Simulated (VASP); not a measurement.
The system is NaCl.

```
CELL_PARAMETERS angstrom
0.00000 2.79406 2.79406
2.79406 0.00000 2.79406
2.79406 2.79406 0.00000
ATOMIC_POSITIONS crystal
Cl 0.50000 0.50000 0.50000
Na 0.00000 0.00000 0.00000
```

The cell is a database's computed one.

Base run:

* Program: VASP 6.6.1
* Functional: HSE06
* Potentials or basis: VASP PAW PBE potentials, release 64 (Cl, Na_pv)
* Cutoff: 520 eV
* k mesh: 6 × 6 × 6
* Occupations: gaussian, width 0.02 eV
* Spin: no spin polarisation

Its results: band gap on the k mesh 6.61 eV, direct; pressure 1.0 GPa.

**Question.** The run is repeated on the same cell with these changes: functional from HSE06 to HSE03. What comes out?

**Answer.** Band gap on the k mesh 6.35 eV, direct; pressure 1.0 GPa.

Caveats: the PAW data sets were made with another functional, which shifts forces and pressure a little.

Not every run made on this cell is shown here.
